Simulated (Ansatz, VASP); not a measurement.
**WS2: VASP beside Ansatz**

```
W S
1.0
     1.58946    0.91767    6.20415
    -1.58946    0.91767    6.20415
     0.00000   -1.83535    6.20415
W S
1 2
Cartesian
  0.0000 0.0000 0.0000
  0.0000 0.0000 10.8138
  0.0000 0.0000 13.9649
```

Change from the starting cell: volume scaled by 1.02.

Alike in both runs: task single point; functional PBEsol; k mesh 10 × 10 × 10; occupations fermi-dirac, width 0.05 eV; no spin polarisation.

```csv
,VASP,Ansatz
version,VASP 6.6.1,Ansatz 0.2.0
potentials or method,"VASP PAW PBE potentials, release 64 (W_sv, S)",Ansatz PAW
plane-wave cutoff (eV),520,420
valence electrons in the cell,26,26
```

|  | VASP | Ansatz | Ansatz less VASP |
| --- | --- | --- | --- |
| gap on the k mesh at the Fermi level (eV) | 1.05 | 1.04 | -0.017 |
| least direct gap on the mesh (eV) | 2.18 | 2.17 | -0.004 |
| pressure (GPa) | -3.7 | -3.8 | -0.11 |
| largest component of the traceless stress (GPa) | 0.51 | 0.48 | -0.028 |
| rms of the force components (eV/Å) | 0.298 | 0.303 | +0.0052 |

Atom by atom the forces differ by 0.009 eV/Å (rms over components). With one functional, cell and mesh, what is left measures potentials, basis and numerics.

Caveats: spin-orbit coupling is left out, which moves the levels of the heavy elements; the PAW data sets were made with another functional, which shifts forces and pressure a little (VASP); the PAW data sets come from PBE, with cores solved anew for the run's functional, which leaves a small shift of forces and pressure (Ansatz). A k mesh can miss the band edges.
